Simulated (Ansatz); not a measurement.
A trial structure of Rh was built thus: random cell by space group and Wyckoff sites (Pm-3m, No. 221). Its size is a rough estimate.

```
CELL_PARAMETERS angstrom
4.02454 0.00000 0.00000
0.00000 4.02454 0.00000
0.00000 0.00000 4.02454
ATOMIC_POSITIONS crystal
Rh 0.00000 0.50000 0.50000
Rh 0.50000 0.00000 0.50000
Rh 0.50000 0.50000 0.00000
```

Level of theory: DFT PBE, scalar-relativistic, plane waves, PAW (Ansatz 0.2.0). Cutoff 420 eV, Gaussian smearing, Γ-centred meshes. Cell and atoms relax first on a coarse mesh and then on a finer one. In between, the cell is made exact in the group found at 0.06 Å. In metals the finer mesh still leaves noise of several meV/atom or more. The steps can't lower the symmetry of their start. Collinear spin is switched on along the way, since trial moments persisted in a coarse test.

A guess keeps its type if space group and coordination stay and the shape of the cell changes little (axis ratios within about 15 %, angles within 6°); the volume may change.

Question: Does it keep its structure type, or change into something else?

Answer: It keeps its type: symmetry leaves only the cell edge free. The symmetry stays Pm-3m (No. 221). The volume per atom shrinks by 23.0 %, from 21.7 to 16.7 Å³. The shortest distance goes from 2.85 Å (Rh–Rh) to 2.61 Å (Rh–Rh). Counting neighbours within 15 % of an atom's shortest distance, the start has Rh 8 and the end Rh 8.

Energies count from the standard state of Rh at the same level.

Question: At what energy does it end?

Answer: +0.68 eV/atom. So it is a metastable form at best.

The last run used collinear spin, a 12×12×12 mesh for its 3-atom cell and Gaussian smearing of 0.10 eV. Another magnetic order may lie lower. Symmetry constrained the relaxation, so the result can be a saddle point. Another cell of Rh relaxed alike but without spin, in Fm-3m, lies 0.68 eV/atom lower, so this cell isn't the stable form at this level.
